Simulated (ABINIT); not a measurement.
The system is InP.

```
In P
1.0
     0.00000    2.93050    2.93050
     2.93050    0.00000    2.93050
     2.93050    2.93050    0.00000
In P
1 1
Cartesian
  0.0000 0.0000 0.0000
  4.3957 4.3957 4.3957
```

Base run:

- Program: ABINIT 10.8.3 (patched build)
- Functional: PBE
- Potentials or basis: JTH PAW PBE v2.0 sp
- Cutoff: 544 eV
- k mesh: 8 × 8 × 8
- Occupations: fermi-dirac, width 0.05 eV
- Spin: no spin polarisation

Its results: band gap on the k mesh 0.80 eV, direct.

Problem. After a change of settings the same cell gave: band gap on the k mesh 0.68 eV, direct. Which change was it?
A. functional from PBE to r2SCAN; potentials or basis from JTH PAW PBE v2.0 sp to Ansatz NC r2SCAN; cutoff from 544 eV to 1469 eV; valence electrons from 8 to 18
B. functional from PBE to LDA-VWN; potentials or basis from JTH PAW PBE v2.0 sp to JTH PAW LDA v2.0; valence electrons from 8 to 18
C. functional from PBE to LDA-Teter; potentials or basis from JTH PAW PBE v2.0 sp to JTH PAW LDA v2.0; valence electrons from 8 to 18
D. functional from PBE to WC

Solution. D.

Caveats: spin-orbit coupling is left out, which moves the levels of the heavy elements; this set keeps more shells in the core, which shifts pressures and gaps.

Not every run made on this cell is shown here.
